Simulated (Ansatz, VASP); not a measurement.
Nb in VASP and in Ansatz

```
Nb
1.0
     4.85538    0.00000    0.00000
    -2.42769    4.20488    0.00000
     0.00000    0.00000    2.66887
Nb
3
Cartesian
  0.0000 0.0000 0.0000
  0.0000 2.8033 1.3344
  2.4277 1.4016 1.3344
```

Alike in both runs: task single point; functional LDA; k mesh 9 × 9 × 13; occupations fermi-dirac, width 0.1 eV; no spin polarisation.

```csv
,VASP,Ansatz
version,VASP 6.6.1,Ansatz 0.2.0
potentials or method,"VASP PAW LDA potentials, release 64 (Nb_sv)","plane waves (420 eV) with PAW, scalar-relativistic"
plane-wave cutoff (eV),520,420
valence electrons in the cell,39,39
```

```csv
,VASP,Ansatz,Ansatz less VASP
pressure (GPa),-6.8,-6.6,+0.12
largest component of the traceless stress (GPa),1.16,1.19,+0.031
```

Ansatz warned: «pseudo_functional_mismatch».
